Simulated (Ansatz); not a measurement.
Mo, DFT, PBE, PAW with Ansatz's default frozen-core files, scalar-relativistic (Ansatz 0.2.0), run on 1 thread of Intel(R) Xeon(R) 6975P-C (Granite Rapids) on a shared host.

The cell is COD entry 9011605, as deposited and not checked against the literature; nothing was relaxed. It is an old determination, and later ones may differ.

Command: `ansatz run input.yaml --threads 1 --pin off --max-ram 2048MiB --backend cpu --events-out ev --progress --plain --runs-dir out`

```yaml
crystal:
  lattice:
    - [-1.571, 1.571, 1.571]
    - [1.571, -1.571, 1.571]
    - [1.571, 1.571, -1.571]
  atoms:
    - { symbol: Mo, position: [0.0, 0.0, 0.0] }
kpoints:
  mp_grid: { grid: [16, 16, 16] }
  band_path:
    path:
      - [0.0, 0.0, 0.0]
      - [0.5, -0.5, 0.5]
      - [0.0, 0.0, 0.5]
      - [0.0, 0.0, 0.0]
      - [0.25, 0.25, 0.25]
      - [0.5, -0.5, 0.5]
      - [0.25, 0.25, 0.25]
      - [0.0, 0.0, 0.5]
    npoints: 14
scf:
  occupations: { method: fermi_dirac, width: 0.05 }
hamiltonian:
  xc: pbe
  pseudopotentials: { kind: paw }
output:
  forces: true
  stress: true
  eigenvalues: true
  efg: { contact_densities: true }
  populations: true
  bader: true
  dos: { projected: true, de: 0.2, e_range: [-14, 8] }
  write_density: true
  write_potential: true
  elf: true
  volumetric_format: npy
```

**Question.** How large is the problem that the program sets up?

**Answer.** 145 irreducible k-points, 321 plane waves at Γ, 11 bands.

**Question.** Estimate the wall time.

**Answer.** 6.8 s of wall time for 6 SCF iterations. Times on shared machines scatter by tens of per cent.

**Question.** And the same cell and mesh by full-potential LAPW, asked for forces, stress, eigenvalues, populations, dos and the same band path, on the same hardware?

**Answer.** 8.2 s.

**Question.** And the same cell and mesh by all-electron PAW (datasets made for this crystal), asked for forces, stress, eigenvalues, efg and the same band path, on the same hardware?

**Answer.** 5.3 s.
